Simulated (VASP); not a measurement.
# CuO (P6_3mc) in VASP: elastic constants with r2SCAN

Aim: the elastic constants of CuO with r2SCAN.

All numbers are computed with VASP 6.6.1; they aren't measurements. Logs are shortened: lines on timing, memory, paths and dates and some standing lists are left out, and cuts for length are marked.

### 1 The structure

Symmetry: P6_3mc, No. 186, hexagonal system. The conventional cell has a = 3.288 Å, b = 3.288 Å, c = 5.385 Å, α = 90.00°, β = 90.00°, γ = 120.00°. Cu (site symmetry 3m) has 4 O at 2.01 to 2.02 Å as nearest neighbours. O (site symmetry 3m) has 4 Cu at 2.01 to 2.02 Å as nearest neighbours.

Measurements of this composition are mostly on another form, of space group No. 15.

### 2 Elastic constants, r2SCAN

Input file POSCAR:

```
CuO
1.0
    3.2880244300      0.0000000000      0.0000000000
   -1.6440122100      2.8475126800      0.0000000000
    0.0000000000      0.0000000000      5.3850248600
Cu O
2 2
Direct
    0.6666666667      0.3333333333      0.0000000000
    0.3333333333      0.6666666667      0.5000000000
    0.6666666667      0.3333333333      0.6252000000
    0.3333333333      0.6666666667      0.1252000000
```

Input file INCAR.step1:

```
SYSTEM = CuO
PREC = Accurate
ENCUT = 600
EDIFF = 1E-8
ISMEAR = 0
SIGMA = 0.05
LREAL = .FALSE.
LASPH = .TRUE.
NELM = 80
ALGO = Normal
ISIF = 3
LWAVE = .FALSE.
LCHARG = .FALSE.
METAGGA = R2SCAN
LMIXTAU = .TRUE.
IBRION = 2
NSW = 40
EDIFFG = -0.002
```

Input file INCAR.step2:

```
SYSTEM = CuO
PREC = Accurate
ENCUT = 600
EDIFF = 1E-8
ISMEAR = 0
SIGMA = 0.05
LREAL = .FALSE.
LASPH = .TRUE.
NELM = 80
ALGO = Normal
ISIF = 3
LWAVE = .FALSE.
LCHARG = .FALSE.
METAGGA = R2SCAN
LMIXTAU = .TRUE.
IBRION = 6
NFREE = 2
POTIM = 0.015
NSW = 1
```

Input file KPOINTS:

```
Automatic mesh
0
G
  5 5 3
  0 0 0
```

Potentials or basis: VASP PAW PBE potentials, release 64 (Cu, O).

Launch:

```sh
> cat potpaw_PBE.64/Cu/POTCAR potpaw_PBE.64/O/POTCAR > POTCAR
> cp INCAR.step1 INCAR
> mpirun -np 1 vasp_std > vasp.out
> cp CONTCAR POSCAR
> cp INCAR.step2 INCAR
> mpirun -np 1 vasp_std > vasp.out
```

OUTCAR:

```text
SYSTEM = CuO
   PREC = Accurate
   ENCUT = 600
   EDIFF = 1E-8
   ISMEAR = 0
   LREAL = .FALSE.
   LASPH = .TRUE.
   NELM = 80
   ISIF = 3
   METAGGA = R2SCAN
   IBRION = 6
   NFREE = 2
   POTIM = 0.015
   NSW = 1

 ion  position               nearest neighbor table
   1  0.667  0.333  0.994-   3 1.92   4 1.94   4 1.94   4 1.94
   2  0.333  0.667  0.494-   4 1.92   3 1.94   3 1.94   3 1.94
   3  0.667  0.333  0.632-   1 1.92   2 1.94   2 1.94   2 1.94
   4  0.333  0.667  0.132-   2 1.92   1 1.94   1 1.94   1 1.94

  LATTYP: Found a hexagonal cell.
 ALAT       =     3.1163882500
 C/A-ratio  =     1.7013442401

  Lattice vectors:

 A1 = (   3.1163882500,  -0.0000000003,   0.0000000000)
 A2 = (  -1.5581941205,   2.6988713887,   0.0000000000)
 A3 = (   0.0000000000,   0.0000000000,   5.3020491989)

Analysis of symmetry for initial positions (statically):
=====================================================================
 Subroutine PRICEL returns:
 Original cell was already a primitive cell.

 Routine SETGRP: Setting up the symmetry group for a
 hexagonal supercell.

 Subroutine GETGRP returns: Found 12 space group operations
 (whereof  6 operations were pure point group operations)
 out of a pool of 24 trial point group operations.

The static configuration has the point symmetry C_3v.
 The point group associated with its full space group is C_6v.

Analysis of symmetry for dynamics (positions and initial velocities):
=====================================================================
 Subroutine PRICEL returns:
 Original cell was already a primitive cell.

 Routine SETGRP: Setting up the symmetry group for a
 hexagonal supercell.

 Subroutine GETGRP returns: Found 12 space group operations
 (whereof  6 operations were pure point group operations)
 out of a pool of 24 trial point group operations.

The dynamic configuration has the point symmetry C_3v.
 The point group associated with its full space group is C_6v.

[... 334 lines left out ...]
  ext. energy  EPLUGINS =         0.00000000
  ---------------------------------------------------
  free energy    TOTEN  =       -35.70469565 eV

  energy without entropy =      -35.69832253  energy(sigma->0) =      -35.70150909

 E-fermi :   4.1191     XC(G=0): -11.9477

 val. band max:        4.0899845260   @ k =   0.0000   0.4000   0.3333
 cond. band min:       4.1917389335   @ k =   0.2000   0.0000   0.0000
 fundamental gap:      0.1017544075
 Fermi energy:         4.1191467332

 k-point     1 :       0.0000    0.0000    0.0000
  band No.  band energies     occupation
      1     -16.0945      2.00000
      2     -15.4589      2.00000
      3      -2.3865      2.00000
      4      -1.2620      2.00000
      5      -0.9891      2.00000
      6      -0.9891      2.00000
[... 308 lines left out ...]
  FREE ENERGIE OF THE ION-ELECTRON SYSTEM (eV)
  ---------------------------------------------------
  free  energy   TOTEN  =       -35.7046956491 eV

  energy  without entropy=      -35.6983225350  energy(sigma->0) =      -35.70150909

 INTERNAL STRAIN TENSORS FROM STRAINED CELLS
 ============================================

 INTERNAL STRAIN TENSOR FOR ION    1 for displacements in x,y,z  (eV/Angst):
          X           Y           Z          XY          YZ          ZX
  --------------------------------------------------------------------------------
  x     0.00000    -0.00000     0.00000     3.20317     0.00000     4.79556
  y     3.21810    -3.25871    -0.00000    -0.00063     4.79696    -0.00020
  z     5.35404     5.37065    -9.28100    -0.00028    -0.00768    -0.00000

 INTERNAL STRAIN TENSORS FROM DISPLACED ATOMS
 ============================================

 INTERNAL STRAIN TENSOR FOR ION    1 for displacements in x,y,z  (eV/Angst):
          X           Y           Z          XY          YZ          ZX
  --------------------------------------------------------------------------------
  x     0.00000    -0.00000    -0.00000     2.95672     0.00000     4.86239
  y     2.95672    -2.95672     0.00000    -0.00000     4.86234     0.00000
  z     5.34883     5.34883    -9.37919     0.00000    -0.00000    -0.00000

 INTERNAL STRAIN TENSOR FOR ION    4 for displacements in x,y,z  (eV/Angst):
          X           Y           Z          XY          YZ          ZX
  --------------------------------------------------------------------------------
  x    -0.00000     0.00000     0.00000    -4.91678    -0.00000    -4.82324
  y    -4.91678     4.91678     0.00000     0.00000    -4.82318    -0.00000
  z    -5.32805    -5.32805     8.88267    -0.00000     0.00000     0.00000

 Eigenvectors and eigenvalues of the dynamical matrix
 ----------------------------------------------------

   1 f  =   15.093782 THz    94.837028 2PiTHz  503.474364 cm-1    62.422837 meV
             X         Y         Z           dx          dy          dz
      1.558194  0.899624  5.267687     0.000000    0.000000    0.092273
      0.000000  1.799248  2.616662     0.000000    0.000000   -0.092273
      1.558194  0.899624  3.349204     0.000000    0.000000   -0.701060
      0.000000  1.799248  0.698179    -0.000000   -0.000000    0.701060
[... 71 lines left out ...]
  12 f/i=    0.016196 THz     0.101765 2PiTHz    0.540253 cm-1     0.066983 meV
             X         Y         Z           dx          dy          dz
      1.558194  0.899624  5.267687    -0.000000   -0.000000   -0.632424
      0.000000  1.799248  2.616662    -0.000000   -0.000000   -0.632424
      1.558194  0.899624  3.349204    -0.000000   -0.000000   -0.316290
      0.000000  1.799248  0.698179    -0.000000   -0.000000   -0.316290

--------------------------------------------------------------------------------------------------------

 ELASTIC MODULI CONTR FROM IONIC RELAXATION (kBar)
 Direction    XX          YY          ZZ          XY          YZ          ZX
 --------------------------------------------------------------------------------
 XX        -614.2117     87.7090    450.2494     -0.0000     -0.0000     -0.0000
 YY          87.7090   -614.2117    450.2494     -0.0000     -0.0000      0.0000
 ZZ         450.2494    450.2494   -770.0798      0.0000      0.0000     -0.0000
 XY          -0.0000     -0.0000      0.0000   -350.9603      0.0000     -0.0000
 YZ           0.0000     -0.0000      0.0000      0.0000   -337.2833     -0.0000
 ZX          -0.0000      0.0000     -0.0000     -0.0000     -0.0000   -337.2905
 --------------------------------------------------------------------------------

 TOTAL ELASTIC MODULI (kBar)
 Direction    XX          YY          ZZ          XY          YZ          ZX
 --------------------------------------------------------------------------------
 XX        1619.2136   1420.1350   1377.6053      0.0000     -0.0000     -0.0000
 YY        1420.1350   1619.2136   1377.6053      0.0000     -0.0000      0.0000
 ZZ        1377.6053   1377.6053   2579.5878      0.0000      0.0000     -0.0000
 XY           0.0000      0.0000      0.0000     99.5393      0.0000     -0.0000
 YZ           0.0000     -0.0000      0.0000      0.0000     86.1280      0.0000
 ZX          -0.0000      0.0000     -0.0000     -0.0000      0.0000     86.1284
 --------------------------------------------------------------------------------
```

OSZICAR.step1:

```text
N       E                     dE             d eps       ncg     rms          rms(c)
DAV:   1     0.315780461023E+03    0.31578E+03   -0.18574E+04   420   0.273E+03
DAV:   2     0.629898043401E+01   -0.30948E+03   -0.29803E+03   435   0.462E+02
DAV:   3    -0.470766426951E+02   -0.53376E+02   -0.50423E+02   578   0.209E+02
[... 260 lines left out ...]
DAV:   7    -0.357197536327E+02    0.25513E-06   -0.54427E-08   428   0.257E-03    0.385E-04
DAV:   8    -0.357197538559E+02   -0.22315E-06   -0.18595E-08   268   0.133E-03    0.119E-04
DAV:   9    -0.357197538290E+02    0.26931E-07   -0.22773E-09   210   0.662E-04    0.621E-05
DAV:  10    -0.357197538573E+02   -0.28325E-07   -0.11039E-09   210   0.381E-04    0.140E-05
DAV:  11    -0.357197538481E+02    0.91513E-08   -0.83755E-10   210   0.401E-04
  16 F= -.35719754E+02 E0= -.35716552E+02  d E =0.514715E-07
```

Run time: 28 min. Hardware: 1 thread of Intel Xeon 6975P-C (Granite Rapids), shared host; peak memory 0.25 GiB.

What came out:

| Item | Value |
| --- | --- |
| Relaxed volume | 11.15 Å³/atom |
| Relaxed cell | a = 3.116 Å, b = 3.116 Å, c = 5.302 Å, α = 90.00°, β = 90.00°, γ = 120.00° |
| Space group after relaxing (to 0.05 Å) | P6_3mc (No. 186) |
| Voigt bulk modulus | 157 GPa |
| Highest phonon frequency at Γ, LO-TO splitting left out | 503 cm⁻¹ |

Step by step:
| step | energy change (eV) | largest force (eV/Å) | pressure (GPa) | volume (Å³) |
| --- | --- | --- | --- | --- |
| 1 | 0.0000 | 0.0550 | -14.08 | 50.42 |
| 2 | -0.2286 | 0.1127 | 8.11 | 42.76 |
| 3 | -0.2775 | 0.0969 | -0.02 | 44.78 |
| 4 | -0.2774 | 0.0977 | 0.36 | 44.67 |
| 5 | -0.2805 | 0.0747 | 0.38 | 44.65 |
| 6 | -0.2858 | 0.0398 | 0.39 | 44.57 |
| 7 | -0.2840 | 0.0369 | 0.27 | 44.39 |
| 8 | -0.2873 | 0.0348 | 0.37 | 44.51 |
| 9 | -0.2874 | 0.0235 | 0.34 | 44.49 |
| 10 | -0.2874 | 0.0278 | 0.35 | 44.50 |
| 11 | -0.2869 | 0.0497 | -0.76 | 44.81 |
| 12 | -0.2877 | 0.0003 | -0.06 | 44.61 |
| 13 | -0.2877 | 0.0023 | -0.03 | 44.60 |
| 14 | -0.2877 | 0.0060 | 0.06 | 44.58 |
| 15 | -0.2877 | 0.0006 | -0.01 | 44.60 |
| 16 | -0.2877 | 0.0010 | 0.00 | 44.59 |

Final structure:
```
CELL_PARAMETERS angstrom
3.11639 0.00000 0.00000
-1.55819 2.69887 0.00000
0.00000 0.00000 5.30205
ATOMIC_POSITIONS crystal
Cu 0.66667 0.33333 0.99352
Cu 0.33333 0.66667 0.49352
O 0.66667 0.33333 0.63168
O 0.33333 0.66667 0.13168
```

Phonon frequencies in cm⁻¹ (negative: imaginary):
| q point | frequencies |
| --- | --- |
| (0.000, 0.000, 0.000) | -1 -1 -1 64 64 248 326 326 328 328 407 503 |

Elastic tensor in Voigt notation (GPa, in the Cartesian axes of the cell as first typed):
```
162 142 138   0   0   0
142 162 138   0   0   0
138 138 258   0   0   0
  0   0   0   9   0   0
  0   0   0   0   9   0
  0   0   0   0   0  10
```

Clamped-ion elastic tensor (GPa):
```
223 133  93   0   0   0
133 223  93   0   0   0
 93  93 335   0   0   0
  0   0   0  42   0   0
  0   0   0   0  42   0
  0   0   0   0   0  45
```

Caveat: the k mesh is coarse (spacing up to 0.44 Å⁻¹), so the values aren't converged; the PAW data sets were made with another functional, which shifts forces and pressure a little; the run has no spin polarisation, though such a crystal can be magnetic.
